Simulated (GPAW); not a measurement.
## Ti in GPAW: the effect of strain hydrostatic

Crystal: Ti.

```
Ti
1.0
    -1.57536    1.57536    1.57536
     1.57536   -1.57536    1.57536
     1.57536    1.57536   -1.57536
Ti
1
Cartesian
  0.0000 0.0000 0.0000
```

This isn't the form of Ti at room conditions, which is hcp.

Alike in all runs:

| Item | Value |
| --- | --- |
| Program | GPAW 26.7.0 |
| Task | single point |
| Functional | PBEsol |
| Potentials or basis | PAW data sets generated in the run's folder for this functional |
| Cutoff | 600 eV |
| Basis | pw |
| k mesh | 11 × 11 × 11 |
| Occupations | fermi-dirac, width 0.05 eV |
| Spin | no spin polarisation |
| Maxiter | 150 |

| strain hydrostatic | pressure (GPa) |
| --- | --- |
| -0.04 | 6.5 |
| -0.02 | -1.2 |
| -0.01 | -4.4 |
| 0 | -7.2 |
| 0.01 | -9.7 |
| 0.02 | ? |
| 0.04 | -15.6 |

Question: What does the run with strain hydrostatic 0.02 give?

Answer: Pressure -11.9 GPa.

Worked out: A parabola through the other rows of the pressure, of slope -208 GPa per unit of strain hydrostatic there, gives -12.1 GPa, against the run's -11.9.

Caveats: the density grid can change from cell to cell, which puts small steps into energies and stress.
